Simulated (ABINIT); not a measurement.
## Nb: equation of state with PBE+D3(BJ)

**The experiment to reproduce.**

From “Pressure effects on the electronic structure and superconductivity of (TaNb)0.67(HfZrTi)0.33 high entropy alloy”, 2019, arxiv:1910.08312, for a bulk crystal of Nb: bulk modulus 169 GPa.

The system is Nb.

```
Nb
1.0
    -1.66395    1.66395    1.66395
     1.66395   -1.66395    1.66395
     1.66395    1.66395   -1.66395
Nb
1
Cartesian
  0.0000 0.0000 0.0000
```

| Item | Value |
| --- | --- |
| Program | ABINIT 10.8.3 (patched build) |
| Task | equation of state |
| Functional | PBE |
| Dispersion | D3(BJ) |
| Potentials or basis | JTH PAW PBE v2.0 |
| Cutoff | 408 eV |
| k mesh | 11 × 11 × 11 |
| Occupations | fermi-dirac, width 0.05 eV |
| Spin | no spin polarisation |

```
Equilibrium volume                      : 17.51 Å³/atom
Bulk modulus                            : 182 GPa
Pressure derivative of the bulk modulus : 3.5
```

Energy against volume, from the lowest point:
| volume (Å³/atom) | energy (meV/atom) |
| --- | --- |
| 17.322 | 0.11 |
| 17.691 | 0.00 |
| 18.060 | 8.56 |
| 18.428 | 24.49 |
| 18.797 | 47.53 |
| 19.165 | 76.98 |
| 19.534 | 112.15 |

It took 67 s on 1 thread of Intel(R) Xeon(R) Platinum 8259CL CPU @ 2.50GHz (Skylake/Cascade Lake), with other jobs on the host, peak memory 0.13 GiB.

Against the measured bulk modulus of Nb, 169 GPa (quoted in “Pressure effects on the electronic structure and superconductivity of (TaNb)0.67(HfZrTi)0.33 high entropy alloy”, 2019, arxiv:1910.08312), the calculated 182 GPa is off by +7.7 %. The fit is for a static lattice scaled at fixed shape and fixed fractional positions.

Caveat: the cutoff is too short for stress, so the log's stress isn't used; pressures at fixed basis lie under the slope of the energies.
